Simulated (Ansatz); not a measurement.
# AlP at 22 GPa: from Born charge to LO–TO splitting and polaron coupling

Level of theory: Ansatz, DFT PBEsol, scalar-relativistic, plane waves, PAW. Settings: 420 eV plane-wave cutoff, Γ-centred 10×10×10 mesh, fixed occupations. No spin polarisation. Phonons by linear response, acoustic sum rule imposed.

The cell, relaxed at 22 GPa:
```cif
data_structure
_symmetry_space_group_name_H-M 'P 1'
_symmetry_Int_Tables_number 1
_cell_length_a 3.6465
_cell_length_b 3.6465
_cell_length_c 3.6465
_cell_angle_alpha 60.000
_cell_angle_beta 60.000
_cell_angle_gamma 60.000
_cell_volume 34.29
loop_
_atom_site_label
_atom_site_type_symbol
_atom_site_fract_x
_atom_site_fract_y
_atom_site_fract_z
_atom_site_occupancy
Al1 Al 0.00000 0.00000 0.00000 1
P1 P 0.75000 0.75000 0.75000 1
```

Other phases may be more stable at this pressure.

Linear response gives ν_TO = 535.1 cm⁻¹, Born charges ±2.132 e (positive on Al) and ε∞ = 8.340. The primitive cell holds 34.287 Å³, and the masses are 26.982 and 30.974 amu.

Problem. Find ν_LO and the static dielectric constant.

Solution. The long-wave field adds a restoring force: ω_LO² − ω_TO² = Z*²e²/(ε_vac ε∞ μV). In these units ν_LO² − ν_TO² = 4.92064×10⁷ Z*²/(μ V ε∞) cm⁻², with μ = m₁m₂/(m₁ + m₂) = 14.420 amu: 54264 cm⁻². So ν_LO = √(535.1² + 54264) = 583.7 cm⁻¹, and the run gives 583.6. Lyddane–Sachs–Teller then gives ε0 = ε∞ (ν_LO/ν_TO)² = 9.92, against 9.92 in the run (it forms both from the same three quantities, so the match checks the arithmetic only). Between ν_TO and ν_LO the dielectric function is negative and an undamped crystal reflects fully: a reststrahlen band from 17.1 to 18.7 μm.

Problem. What do the Clausius–Mossotti polarisability and the Szigeti charge come to?

Solution. With the Lorentz local field, α = (3V/4π)(ε∞ − 1)/(ε∞ + 2) = 5.81 Å³ for the pair, and e_S = 3Z*/(ε∞ + 2) = 0.62 e. The Born charge includes the electrons' response to the dipole's own local field, and e_S takes that enhancement out. The Lorentz field assumes point-like polarisable ions, a poor picture once ε∞ is this large, since the electron clouds then overlap or are shared, so both numbers are formal here.

Problem. How strongly does a slow electron couple to the LO mode?

Solution. For one isotropic parabolic band, Fröhlich's constant is α_F = (1/ε∞ − 1/ε0) √(m* Ry/ħω_LO), with Ry = 13.606 eV, ħω_LO = 72.4 meV and m* in free-electron masses: α_F = 0.0191 × 13.71 × √m* = 0.26 √m*. The band mass isn't part of this run; for m* = 0.1, 0.3 and 1 it gives 0.08, 0.14, 0.26. In weak coupling the polaron lies α_F ħω_LO below the band edge (10 meV at m* = 0.3) with a mass m*(1 + α_F/6); past α_F of about 5 or 6 that expansion fails. A semilocal functional's ε∞ tends to be too large, which taken alone lowers α_F.

Cost: 1 run of about 1.3 core-minutes, on AMD EPYC (Zen 3) (shared hosts).

AlP at this volume is a polar but largely covalent crystal, in which the electrons provide most of the static screening: ε∞ is already 8.340, and the lattice raises it only to 9.92. The Born charge of 2.132 e is nevertheless substantial. It is a dynamical quantity, including charge that shifts along the Al–P bonds as the sublattices move, and so doesn't measure the static charge on the ions.

Two things keep the lattice's share small. Stiff, directional bonds limit the displacement in a static field, and the electrons screen the long-range field that separates LO from TO. The light atoms raise both frequencies but leave the ionic part of ε0 unchanged, since that depends on the Born charge, the volume and the force constant, not on the masses.

The same small difference between 1/ε∞ and 1/ε0 puts α_F in the weak-coupling range for all three trial masses, which suggests large, mobile polarons rather than self-trapping by this mode. For real carriers α_F sets only a scale, because AlP has anisotropic conduction valleys near X and a degenerate valence-band top.
